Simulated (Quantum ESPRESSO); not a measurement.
# HgTe (Coloradoite) (F-43m) in Quantum ESPRESSO: a series of runs, part 2 of 5

Quantum ESPRESSO 7.5.

## Step 3: Phonon dispersion, PBE

Input file pw.in:

```
&CONTROL
  calculation = 'scf'
  prefix = 'pwscf'
  outdir = './tmp'
  pseudo_dir = './pseudo'
  tprnfor = .true.
  tstress = .true.
  disk_io = 'low'
/
&SYSTEM
  ibrav = 0
  nat = 2
  ntyp = 2
  ecutwfc = 45
  ecutrho = 360
  nbnd = 15
  occupations = 'smearing'
  smearing = 'mv'
  degauss = 0.01469973
/
&ELECTRONS
  conv_thr = 4d-10
  electron_maxstep = 120
  mixing_beta = 0.5
/
ATOMIC_SPECIES
Hg   200.5920 hg_pbe_v1.uspp.F.UPF
Te   127.6000 te_pbe_v1.uspp.F.UPF
CELL_PARAMETERS angstrom
   0.0000000000    3.2145000000    3.2145000000
   3.2145000000    0.0000000000    3.2145000000
   3.2145000000    3.2145000000    0.0000000000
ATOMIC_POSITIONS crystal
Hg     0.0000000000    0.0000000000    0.0000000000
Te     0.7500000000    0.7500000000    0.7500000000
K_POINTS automatic
6 6 6 0 0 0
```

Input file relax.in:

```
&CONTROL
  calculation = 'vc-relax'
  prefix = 'pwscf'
  outdir = './tmp'
  pseudo_dir = './pseudo'
  tprnfor = .true.
  tstress = .true.
  disk_io = 'low'
  nstep = 40
  forc_conv_thr = 0.0001
  etot_conv_thr = 1d-06
/
&SYSTEM
  ibrav = 0
  nat = 2
  ntyp = 2
  ecutwfc = 45
  ecutrho = 360
  nbnd = 15
  occupations = 'smearing'
  smearing = 'mv'
  degauss = 0.01469973
/
&ELECTRONS
  conv_thr = 4d-10
  electron_maxstep = 120
  mixing_beta = 0.5
/
&IONS
  ion_dynamics = 'bfgs'
/
&CELL
  cell_dynamics = 'bfgs'
  press = 0
  press_conv_thr = 0.2
/
ATOMIC_SPECIES
Hg   200.5920 hg_pbe_v1.uspp.F.UPF
Te   127.6000 te_pbe_v1.uspp.F.UPF
CELL_PARAMETERS angstrom
   0.0000000000    3.2145000000    3.2145000000
   3.2145000000    0.0000000000    3.2145000000
   3.2145000000    3.2145000000    0.0000000000
ATOMIC_POSITIONS crystal
Hg     0.0000000000    0.0000000000    0.0000000000
Te     0.7500000000    0.7500000000    0.7500000000
K_POINTS automatic
6 6 6 0 0 0
```

Input file scf2.in:

```
&CONTROL
  calculation = 'scf'
  prefix = 'pwscf'
  outdir = './tmp'
  pseudo_dir = './pseudo'
  tprnfor = .true.
  tstress = .true.
  disk_io = 'low'
/
&SYSTEM
  ibrav = 0
  nat = 2
  ntyp = 2
  ecutwfc = 45
  ecutrho = 360
  nbnd = 15
  occupations = 'smearing'
  smearing = 'mv'
  degauss = 0.01469973
/
&ELECTRONS
  conv_thr = 1d-13
  electron_maxstep = 120
  mixing_beta = 0.5
  startingpot = 'file'
  startingwfc = 'file'
/
ATOMIC_SPECIES
Hg   200.5920 hg_pbe_v1.uspp.F.UPF
Te   127.6000 te_pbe_v1.uspp.F.UPF
CELL_PARAMETERS angstrom
   0.0000000000    3.3337088933    3.3337088933
   3.3337088933    0.0000000000    3.3337088933
   3.3337088933    3.3337088933    0.0000000000
ATOMIC_POSITIONS crystal
Hg     0.0000000000    0.0000000000    0.0000000000
Te     0.7500000000    0.7500000000    0.7500000000
K_POINTS automatic
6 6 6 0 0 0
```

Input file ph.in:

```
phonon_bands of HgTe
&INPUTPH
  prefix = 'pwscf'
  outdir = './tmp'
  tr2_ph = 1d-18
  fildyn = 'dyn'
  niter_ph = 90
  alpha_mix(1) = 0.4
  ldisp = .true.
  nq1 = 2
  nq2 = 2
  nq3 = 2
/
```

Input file q2r.in:

```
&INPUT
  fildyn = 'dyn'
  zasr = 'crystal'
  flfrc = 'fc'
/
```

Input file matdyn.in:

```
&INPUT
  asr = 'crystal'
  flfrc = 'fc'
  flfrq = 'freq'
  q_in_cryst_coord = .true.
  flvec = ' '
/
80
 0.0000000000  0.0000000000  0.0000000000
 0.0454545455  0.0000000000  0.0454545455
 0.0909090909  0.0000000000  0.0909090909
 0.1363636364  0.0000000000  0.1363636364
 0.1818181818  0.0000000000  0.1818181818
 0.2272727273  0.0000000000  0.2272727273
 0.2727272727  0.0000000000  0.2727272727
 0.3181818182  0.0000000000  0.3181818182
 0.3636363636  0.0000000000  0.3636363636
 0.4090909091  0.0000000000  0.4090909091
 0.4545454545  0.0000000000  0.4545454545
 0.5000000000  0.0000000000  0.5000000000
 0.5000000000  0.0500000000  0.5500000000
 0.5000000000  0.1000000000  0.6000000000
 0.5000000000  0.1500000000  0.6500000000
 0.5000000000  0.2000000000  0.7000000000
 0.5000000000  0.2500000000  0.7500000000
 0.4687500000  0.2812500000  0.7500000000
 0.4375000000  0.3125000000  0.7500000000
 0.4062500000  0.3437500000  0.7500000000
 0.3750000000  0.3750000000  0.7500000000
 0.3461538462  0.3461538462  0.6923076923
 0.3173076923  0.3173076923  0.6346153846
 0.2884615385  0.2884615385  0.5769230769
 0.2596153846  0.2596153846  0.5192307692
 0.2307692308  0.2307692308  0.4615384615
 0.2019230769  0.2019230769  0.4038461538
 0.1730769231  0.1730769231  0.3461538462
 0.1442307692  0.1442307692  0.2884615385
 0.1153846154  0.1153846154  0.2307692308
 0.0865384615  0.0865384615  0.1730769231
 0.0576923077  0.0576923077  0.1153846154
 0.0288461538  0.0288461538  0.0576923077
 0.0000000000  0.0000000000  0.0000000000
 0.0454545455  0.0454545455  0.0454545455
 0.0909090909  0.0909090909  0.0909090909
 0.1363636364  0.1363636364  0.1363636364
 0.1818181818  0.1818181818  0.1818181818
 0.2272727273  0.2272727273  0.2272727273
 0.2727272727  0.2727272727  0.2727272727
 0.3181818182  0.3181818182  0.3181818182
 0.3636363636  0.3636363636  0.3636363636
 0.4090909091  0.4090909091  0.4090909091
 0.4545454545  0.4545454545  0.4545454545
 0.5000000000  0.5000000000  0.5000000000
 0.5178571429  0.4642857143  0.5178571429
 0.5357142857  0.4285714286  0.5357142857
 0.5535714286  0.3928571429  0.5535714286
 0.5714285714  0.3571428571  0.5714285714
 0.5892857143  0.3214285714  0.5892857143
 0.6071428571  0.2857142857  0.6071428571
 0.6250000000  0.2500000000  0.6250000000
 0.5937500000  0.2500000000  0.6562500000
 0.5625000000  0.2500000000  0.6875000000
 0.5312500000  0.2500000000  0.7187500000
 0.5000000000  0.2500000000  0.7500000000
 0.5000000000  0.2750000000  0.7250000000
 0.5000000000  0.3000000000  0.7000000000
 0.5000000000  0.3250000000  0.6750000000
 0.5000000000  0.3500000000  0.6500000000
 0.5000000000  0.3750000000  0.6250000000
 0.5000000000  0.4000000000  0.6000000000
 0.5000000000  0.4250000000  0.5750000000
 0.5000000000  0.4500000000  0.5500000000
 0.5000000000  0.4750000000  0.5250000000
 0.5000000000  0.5000000000  0.5000000000
 0.4861111111  0.4861111111  0.5277777778
 0.4722222222  0.4722222222  0.5555555556
 0.4583333333  0.4583333333  0.5833333333
 0.4444444444  0.4444444444  0.6111111111
 0.4305555556  0.4305555556  0.6388888889
 0.4166666667  0.4166666667  0.6666666667
 0.4027777778  0.4027777778  0.6944444444
 0.3888888889  0.3888888889  0.7222222222
 0.3750000000  0.3750000000  0.7500000000
 0.6250000000  0.2500000000  0.6250000000
 0.5937500000  0.1875000000  0.5937500000
 0.5625000000  0.1250000000  0.5625000000
 0.5312500000  0.0625000000  0.5312500000
 0.5000000000  0.0000000000  0.5000000000
```

Input file matdyn_dos.in:

```
&INPUT
  asr = 'crystal'
  flfrc = 'fc'
  dos = .true.
  fldos = 'phdos'
  nk1 = 9
  nk2 = 9
  nk3 = 9
  deltaE = 0.5
  flvec = ' '
  flfrq = ' '
/
```

Input file matdyn_mesh.in:

```
&INPUT
  asr = 'crystal'
  flfrc = 'fc'
  flfrq = 'mesh'
  q_in_cryst_coord = .true.
  flvec = ' '
/
512
 0.06250000  0.06250000  0.06250000
 0.06250000  0.06250000  0.18750000
 0.06250000  0.06250000  0.31250000
[... 509 further points of the even 8 x 8 x 8 mesh, shifted by half a step ...]
```

Potentials or basis: GBRV 1.5 PBE.

Launch:

```
$ OMP_NUM_THREADS=1 pw.x -in pw.in > pw.out
$ OMP_NUM_THREADS=1 pw.x -in relax.in > relax.out
$ OMP_NUM_THREADS=1 pw.x -in scf2.in > scf2.out
$ OMP_NUM_THREADS=1 ph.x -in ph.in > ph.out
$ OMP_NUM_THREADS=1 q2r.x -in q2r.in > q2r.out
$ OMP_NUM_THREADS=1 matdyn.x -in matdyn.in > matdyn.out
$ OMP_NUM_THREADS=1 matdyn.x -in matdyn_dos.in > matdyn_dos.out
$ OMP_NUM_THREADS=1 matdyn.x -in matdyn_mesh.in > matdyn_mesh.out
```

pw.out:

```text
This program is part of the open-source Quantum ESPRESSO suite
     for quantum simulation of materials; please cite
         "P. Giannozzi et al., J. Phys.:Condens. Matter 21 395502 (2009);
         "P. Giannozzi et al., J. Phys.:Condens. Matter 29 465901 (2017);
         "P. Giannozzi et al., J. Chem. Phys. 152 154105 (2020);
     in publications or presentations arising from this work. More details at

     Message from routine setup:
     using ibrav=0 with symmetry is DISCOURAGED, use correct ibrav instead

     G-vector sticks info
     --------------------
     sticks:   dense  smooth     PW     G-vecs:    dense   smooth      PW
     Sum        1813     925    271                51493    18197    2975

     Using Slab Decomposition

     bravais-lattice index     =            0
     lattice parameter (alat)  =       8.5907  a.u.
     unit-cell volume          =     448.2981 (a.u.)^3
     number of atoms/cell      =            2
     number of atomic types    =            2
     number of electrons       =        18.00
[... 238 lines left out ...]
    -4.9926  -0.8676  -0.8293  -0.5701  -0.5225  -0.0318   0.8983   3.5445
     4.4154   9.0926  10.8321  11.7604  13.6080  14.3385  16.8867

          k =-0.7071 0.2357 0.0000 (  2284 PWs)   bands (ev):

    -4.9385  -0.8474  -0.7724  -0.6446  -0.4915   0.1018   0.7552   3.7176
     3.8257   9.1161  10.0321  12.8992  13.0440  15.9955  17.3886

     the Fermi energy is     6.3117 ev

!    total energy              =    -134.29124938 Ry
     estimated scf accuracy    <          2.7E-12 Ry
     smearing contrib. (-TS)   =       0.00042226 Ry
     internal energy E=F+TS    =    -134.29167165 Ry

     The total energy is F=E-TS. E is the sum of the following terms:
     one-electron contribution =     -32.19476133 Ry
     hartree contribution      =      28.88935971 Ry
     xc contribution           =     -53.55190185 Ry
     ewald contribution        =     -77.43436818 Ry

     convergence has been achieved in  10 iterations

     Forces acting on atoms (cartesian axes, Ry/au):

     atom    1 type  1   force =     0.00000000    0.00000000   -0.00000000
     atom    2 type  2   force =    -0.00000000   -0.00000000    0.00000000

     Total force =     0.000000     Total SCF correction =     0.000000

     Computing stress (Cartesian axis) and pressure

          total   stress  (Ry/bohr**3)                   (kbar)     P=       49.95
   0.00033957   0.00000000   0.00000000           49.95        0.00        0.00
   0.00000000   0.00033957   0.00000000            0.00       49.95        0.00
   0.00000000   0.00000000   0.00033957            0.00        0.00       49.95

=------------------------------------------------------------------------------=
   JOB DONE.
=------------------------------------------------------------------------------=
```

relax.out:

```text
This program is part of the open-source Quantum ESPRESSO suite
     for quantum simulation of materials; please cite
         "P. Giannozzi et al., J. Phys.:Condens. Matter 21 395502 (2009);
         "P. Giannozzi et al., J. Phys.:Condens. Matter 29 465901 (2017);
         "P. Giannozzi et al., J. Chem. Phys. 152 154105 (2020);
[... 1767 lines left out ...]
  -0.00000000  -0.00000012   0.00000000           -0.00       -0.02        0.00
   0.00000000   0.00000000  -0.00000012            0.00        0.00       -0.02

=------------------------------------------------------------------------------=
   JOB DONE.
=------------------------------------------------------------------------------=
```

Wall time 17 min (1 thread of Arm Neoverse V2, shared host); peak memory 0.24 GiB.

What came out:

* Free energy: -1827.2324 eV
* Relaxed volume: 37.05 Å³/atom
* Relaxed cell: a = 4.715 Å, b = 4.715 Å, c = 4.715 Å, α = 60.00°, β = 60.00°, γ = 60.00°
* Space group after relaxing (to 0.05 Å): F-43m (No. 216)
* Pressure after relaxing: 0.0 GPa
* Band gap on the k mesh: none (metal or under the smearing width)
* Highest phonon frequency: 126 cm⁻¹
* Zero-point energy: 0.014 eV/atom

Step by step:
```csv
step,energy change (eV),largest force (eV/Å),pressure (GPa),volume (Å³)
1,0.0000,0.0000,5.00,66.43
2,-0.0455,0.0000,3.59,68.14
3,-0.0801,0.0000,2.24,70.05
4,-0.1049,0.0000,0.55,72.98
5,-0.1068,0.0000,0.06,73.98
6,-0.1068,0.0000,0.00,74.10
7,-0.1068,0.0000,0.00,74.10
```

Final structure:
```
Hg Te
1.0
     0.00000    3.33371    3.33371
     3.33371    0.00000    3.33371
     3.33371    3.33371    0.00000
Hg Te
1 1
Cartesian
  0.0000 0.0000 0.0000
  5.0006 5.0006 5.0006
```

Levels at points of the mesh, in eV from the Fermi level:
```csv
k point,band 7,band 8,band 9,band 10,band 11,band 12
"(0.00, 0.00, 0.00)",-0.91,0.04,0.04,0.04,4.39,4.39
"(0.00, 0.00, -0.50)",-4.89,-0.78,-0.78,0.71,5.14,5.14
"(0.00, -0.50, -0.50)",-4.93,-1.86,-1.86,1.92,2.75,7.92
```

Phonon frequencies in cm⁻¹ (negative: imaginary):
```
              q point           frequencies
(0.000, 0.000, 0.000)        0 0 0 97 97 97
(0.318, 0.000, 0.318)  19 19 72 112 114 114
(0.500, 0.150, 0.650)  24 37 78 114 122 123
(0.346, 0.346, 0.692)  19 47 73 114 116 126
(0.144, 0.144, 0.288)  14 24 48 102 106 108
(0.091, 0.091, 0.091)       7 7 22 98 98 99
(0.409, 0.409, 0.409)  20 20 73 109 109 123
(0.589, 0.321, 0.589)  19 45 72 113 115 125
(0.500, 0.275, 0.725)  26 47 72 113 121 124
(0.500, 0.450, 0.550)  20 26 75 110 110 125
(0.431, 0.431, 0.639)  20 41 72 112 113 125
(0.562, 0.125, 0.562)  18 28 82 115 120 123
```

Phonon frequencies at the corners of the path (cm⁻¹, interpolated; i marks imaginary ones):
```csv
point,frequencies
Γ,0 0 0 97 97 97
X,18 18 85 116 121 121
W,26 46 72 113 122 123
K,19 43 76 114 118 125
L,20 20 76 110 110 125
U,19 43 76 114 118 125
```

Phonon states per cell in windows of 10 cm⁻¹ (negative: imaginary):
```tsv
from (cm⁻¹)	total	Hg	Te
0	0.01	0.01	0.01
10	0.53	0.38	0.15
20	0.82	0.62	0.19
30	0.39	0.30	0.09
40	0.31	0.24	0.07
50	0.09	0.07	0.02
60	0.27	0.23	0.04
70	0.55	0.52	0.03
80	0.03	0.03	0.00
90	0.03	0.01	0.02
100	0.64	0.18	0.46
110	1.62	0.29	1.33
120	0.68	0.11	0.57
```

Harmonic thermodynamics per atom at this volume (zero-point energy 14.3 meV, Debye temperature from the second moment 162 K):
| T (K) | free energy (meV) | entropy (k_B) | heat capacity Cv (k_B) |
| --- | --- | --- | --- |
| 50 | 10.7 | 1.88 | 1.97 |
| 100 | -1.1 | 3.51 | 2.65 |
| 200 | -40.5 | 5.45 | 2.90 |
| 298.15 | -91.9 | 6.62 | 2.96 |
| 500 | -221.5 | 8.16 | 2.98 |
| 800 | -452.0 | 9.56 | 2.99 |

Caveat: the mesh is thin for the phonons of a metal; the q mesh is small, so phonon branches between its points and thermal values are rough. The run has no spin-orbit coupling, so splittings on Hg, Te are missing.

(Part 2 of 5 ends here.)
